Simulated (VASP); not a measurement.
A run of VASP 6.6.1 is set up as follows.

POSCAR

```
Ag
1.0
    0.0000000000      2.7070612243      2.7070612243
    2.7070612243      0.0000000000      2.7070612243
    2.7070612243      2.7070612243      0.0000000000
Ag
2
Direct
    0.5000000000      0.5000000000      0.5000000000
    0.7500000000      0.7500000000      0.7500000000
```

The input INCAR.step1:

```
SYSTEM = Ag
PREC = Accurate
ENCUT = 600
ISMEAR = 0
SIGMA = 0.1
LREAL = .FALSE.
LASPH = .TRUE.
NELM = 100
GGA = PE
ALGO = Normal
EDIFF = 1E-4
LWAVE = .TRUE.
LCHARG = .FALSE.
```

The input INCAR.step2:

```
SYSTEM = Ag
PREC = Accurate
ENCUT = 600
EDIFF = 1E-6
ISMEAR = 0
SIGMA = 0.1
LREAL = .FALSE.
LASPH = .TRUE.
NELM = 100
ALGO = Normal
ISIF = 3
LWAVE = .FALSE.
LCHARG = .FALSE.
METAGGA = R2SCAN
LMIXTAU = .TRUE.
IBRION = 2
NSW = 90
EDIFFG = -0.04
ISTART = 1
```

The input KPOINTS:

```
Automatic mesh
0
G
  6 6 6
  0 0 0
```

Potentials or basis: VASP PAW PBE potentials, release 64 (Ag).

Run with:

```bash
$ cat potpaw_PBE.64/Ag/POTCAR > POTCAR
$ cp INCAR.step1 INCAR
$ mpirun -np 1 vasp_std > vasp.out
$ cp INCAR.step2 INCAR
$ mpirun -np 1 vasp_std > vasp.out
```

Q: Estimate the relaxed volume.

A: 28.66 Å³/atom.

Q: What does it give for the relaxed cell?

A: a = 4.328 Å, b = 4.328 Å, c = 4.328 Å, α = 60.00°, β = 60.00°, γ = 60.00°.

Q: Predict the space group after relaxing (to 0.05 Å).

A: Fd-3m (No. 227).

Step by step:
```
step  energy change (eV)  largest force (eV/Å)  pressure (GPa)  volume (Å³)
   1              0.0000                0.0000           37.52        39.68
   2             -1.0682                0.0000           -5.05        72.77
   3             -1.3831                0.0000            0.38        56.50
   4             -1.3835                0.0000           -0.18        57.32
```

Caveat: the volume moved by over 15 % at a fixed basis, so the end points are rough; the PAW data sets were made with another functional, which shifts forces and pressure a little.
